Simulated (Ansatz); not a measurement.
Runs of Ansatz 0.2.0 on MoS2. It takes space group R3m (No. 160, trigonal). The conventional cell has a = 3.160 Å, b = 3.160 Å, c = 18.450 Å, α = 90.00°, β = 90.00°, γ = 120.00°. Mo (site symmetry 3m) has 6 S at 2.39 Å as nearest neighbours. S (site symmetry 3m) is surrounded by 3 Mo at 2.39 Å. S (site symmetry 3m) has 3 Mo at 2.39 Å as nearest neighbours. Measurements of this composition are mostly on another form, of space group No. 194.

| task | level | U | cell | target pressure (GPa) | hubbard projectors | double counting | gap on the mesh (eV) | pressure (GPa) | largest force (eV/Å) |
| --- | --- | --- | --- | --- | --- | --- | --- | --- | --- |
| relaxation of cell and atoms | PBEsol | - | relaxed to 10 GPa | 10 | - | - | (c) | 10.0 | - |
| projected density of states | PBEsol+U | Mo d U = 1 eV | as given | - | ortho-atomic (the default) | fll (the default) | 0.93 | 0.3 | (b) |
| projected density of states | PBEsol+U | Mo d U = 8 eV | as given | - | ortho-atomic (the default) | fll (the default) | 0.75 | 1.8 | 0.20 |
| relaxation of cell and atoms | PBEsol | - | relaxed to 5 GPa | 5 | - | - | 0.48 | 5.0 | - |
| projected density of states | PBEsol+U | Mo d U = 5 eV | as given | - | ortho-atomic (the default) | fll (the default) | (a) | 0.3 | 0.24 |

Alike in all rows: potentials or basis Ansatz PAW; no spin polarisation; k mesh 10 × 10 × 10; cutoff (eV) 420; smearing fermi-dirac 0.05 eV.

Question: Estimate the missing entries.

Answer: (a) 0.92; (b) 0.26; (c) 0.24.

Caveats: the PAW data sets come from PBE, with cores solved anew for the run's functional, which leaves a small shift of forces and pressure; the plane-wave basis is chosen anew once the cell has moved, so the energies of steps on either side of that aren't comparable (some runs).

A k mesh can miss the band edges, and the runs leave out spin-orbit coupling on Mo.
